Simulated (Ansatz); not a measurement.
# GaN: single point with PBE

**Measured values to compare with.**

A printed reference work, textbook reports, for a bulk crystal of GaN at 0 K: band gap 3.299 eV (direct).

GaN:

```xyz
2
Lattice="0.0000 2.2535 2.2535 2.2535 0.0000 2.2535 2.2535 2.2535 0.0000" Properties=species:S:1:pos:R:3 pbc="T T T"
Ga    0.0000    0.0000    0.0000
N     1.1268    1.1268    1.1268
```

The cell is a database's computed one.

| Quantity | Value |
| --- | --- |
| Program | Ansatz 0.2.0 |
| Task | single point |
| Functional | PBE |
| Potentials or basis | all-electron LAPW, scalar-relativistic |
| Cutoff | 422 eV (chosen from the basis error) |
| Basis error allowed | 0.001 eV/atom |
| k mesh | 10 × 10 × 10 |
| Occupations | gaussian, width 0.024 eV |
| Spin | no spin polarisation |

| Item | Value |
| --- | --- |
| Pressure | 4.9 GPa |
| Band gap on the k mesh | 1.73 eV, direct |

Levels at points of the mesh, in eV from the valence-band top:
```csv
k point,band 12,band 13,band 14,band 15,band 16,band 17
"(0.00, 0.00, 0.00)",0.00,0.00,0.00,1.73,10.31,10.31
"(0.00, 0.00, -0.50)",-7.03,-0.97,-0.97,4.65,8.73,10.36
"(0.00, -0.50, -0.50)",-6.12,-2.70,-2.70,3.36,6.67,11.71
```

Wall time 17 s on 1 thread of Arm Neoverse V1, with other jobs on the host, peak memory 0.29 GiB.

Measured gap of GaN: 3.299 eV (direct; 0 K; a printed reference work, textbook). This calculation gives 1.73 eV (-1.56 eV). Spin-orbit coupling on Ga is left out. The value is that of PBE, without temperature or zero-point motion. Semilocal functionals fall short of measured gaps as a rule. The cell is a database's relaxed one, not the measured one, which moves gaps too.
